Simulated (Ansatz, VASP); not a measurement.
SnTe: VASP beside Ansatz

```
Sn Te
1.0
     0.00000    3.25191    3.25191
     3.25191    0.00000    3.25191
     3.25191    3.25191    0.00000
Sn Te
1 1
Direct
  0.00000 0.00000 0.00000
  0.50000 0.50000 0.50000
```

Alike in both runs: task single point; functional r2SCAN; k mesh 6 × 6 × 6; occupations fermi-dirac, width 0.02 eV; no spin polarisation.

|  | VASP | Ansatz |
| --- | --- | --- |
| version | VASP 6.6.1 | Ansatz 0.2.0 |
| potentials or method | VASP PAW PBE potentials, release 64 (Sn_d, Te) | plane waves, PAW |
| plane-wave cutoff (eV) | 520 | 500 |
| valence electrons in the cell | 20 | 30 |

|  | VASP | Ansatz | Ansatz less VASP |
| --- | --- | --- | --- |
| pressure (GPa) | -2.3 | -2.3 | 0.00 |

The functional is the same, so the differences come from potentials, cutoffs and numerics. The two sets of potentials don't hold the same shells in valence.

Caveats: the PAW data sets were made with another functional, which shifts forces and pressure a little (VASP).
